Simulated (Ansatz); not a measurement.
Space group Cm (No. 8). a = 4.330 Å, b = 2.500 Å, c = 3.507 Å, α = 90.00°, β = 114.68°, γ = 90.00°
```csv
atom,site,symmetry,x,y,z
B,2a,m,0.0029,0.0000,0.9941
N,2a,m,0.8358,0.5000,0.9927
```

Equation of state of this BN structure (not necessarily the ground state), with shape and atoms relaxed at each volume where symmetry leaves them free. Computed with DFT PBEsol+D3(BJ), scalar-relativistic, plane waves, PAW in Ansatz 0.2.0.

Plane waves to 420 eV, a k mesh through Γ of 12×12×12 on the computed 2-atom cell and Gaussian smearing (0.02 eV); no spin polarisation.

```tsv
V (Å³/atom)	E − E(largest V) (meV/atom)	P (GPa)	gap on mesh (eV)
7.590	14.37	7.74	3.66
7.848	4.33	4.90	3.76
8.107	-1.79	2.76	3.85
8.366	-4.90	1.16	3.94
8.625	-5.76	0.00	4.00
8.883	-5.07	-0.80	4.12
9.142	-3.33	-1.33	4.17
9.487	0.00	-1.73	4.24
```

Task: Fit a third-order Birch–Murnaghan equation to E(V).

Result: V0 = 8.63 Å³/atom, B0 = 32 GPa, B0' = 10.9. B0' is unusual or poorly fixed by this range.

This form isn't the usual stable structure of the compound.

Cost: 8 runs of about 17 core-minutes in all, on Arm Neoverse V1 (shared hosts).